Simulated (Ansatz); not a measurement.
# Al₂O₃ (Pnnm), frozen normal mode

All numbers below come from Ansatz, DFT PBE, scalar-relativistic, plane waves, PAW. The runs took a 420 eV cutoff, a Γ-centred 6×4×8 mesh and Gaussian smearing (0.05 eV). No spin polarisation. Energies are free energies at this smearing, counted from the undisturbed cell; pressure is positive in compression.

The undisturbed cell (relaxed at this level; this form isn't the usual structure):

```yaml
crystal:
  lattice:
    - [4.71218, 0.00000, 0.00000]
    - [0.00000, 9.70354, 0.00000]
    - [0.00000, 0.00000, 3.02571]
  atoms:
    - { symbol: Al, position: [0.43174, 0.32956, 0.50000] }
    - { symbol: Al, position: [0.56826, 0.67044, 0.50000] }
    - { symbol: Al, position: [0.93174, 0.17044, 0.00000] }
    - { symbol: Al, position: [0.06826, 0.82956, 0.00000] }
    - { symbol: O, position: [0.75455, 0.22696, 0.50000] }
    - { symbol: O, position: [0.00000, 0.00000, 0.00000] }
    - { symbol: O, position: [0.74545, 0.72696, 0.00000] }
    - { symbol: O, position: [0.25455, 0.27304, 0.00000] }
    - { symbol: O, position: [0.24545, 0.77304, 0.50000] }
    - { symbol: O, position: [0.50000, 0.50000, 0.50000] }
```

A zone-centre mode of this cell is frozen in: each atom moves by x times its row below, so x is the largest displacement.
```
atom ux uy uz
 Al1   0.684  -0.103  0.000
 Al2  -0.684   0.103  0.000
 Al3   0.684   0.103  0.000
 Al4  -0.684  -0.103  0.000
  O5   0.926   0.379  0.000
  O6   0.000   0.000  0.000
  O7  -0.926   0.379  0.000
  O8   0.926  -0.379  0.000
  O9  -0.926  -0.379  0.000
 O10   0.000   0.000  0.000
```

| x (Å) | ΔE (meV/cell) | force along the mode (eV/Å) | pressure (GPa) | gap on the mesh (eV) |
| --- | --- | --- | --- | --- |
| -0.1200 | 11.1 | 0.20 | -1.3 | 3.35 |
| -0.0900 | 6.0 | 0.14 | -0.9 | 3.37 |
| -0.0600 | 2.6 | 0.09 | -0.6 | 3.38 |
| -0.0300 | 0.7 | 0.04 | -0.3 | 3.40 |
| 0.0000 | 0.0 | 0.00 | 0.0 | 3.41 |
| 0.0300 | ? | ? | 0.3 | 3.42 |
| 0.0600 | 1.8 | ? | ? | 3.43 |
| 0.0900 | 3.9 | -0.08 | 0.6 | 3.44 |
| 0.1050 | 5.3 | -0.10 | 0.7 | 3.44 |
| 0.1200 | 6.8 | -0.11 | ? | ? |

Problem. Give the withheld values.

Solution. ΔE (meV/cell) at x (Å) = 0.0300: 0.4; force along the mode (eV/Å) at x (Å) = 0.0300: -0.03; force along the mode (eV/Å) at x (Å) = 0.0600: -0.06; pressure (GPa) at x (Å) = 0.0600: 0.5; pressure (GPa) at x (Å) = 0.1200: 0.8; gap on the mesh (eV) at x (Å) = 0.1200: 3.44.

Cost: 10 runs of about 6.3 core-minutes in all, on Intel Xeon Processor @ 2.50GHz (Skylake/Cascade Lake) (shared hosts).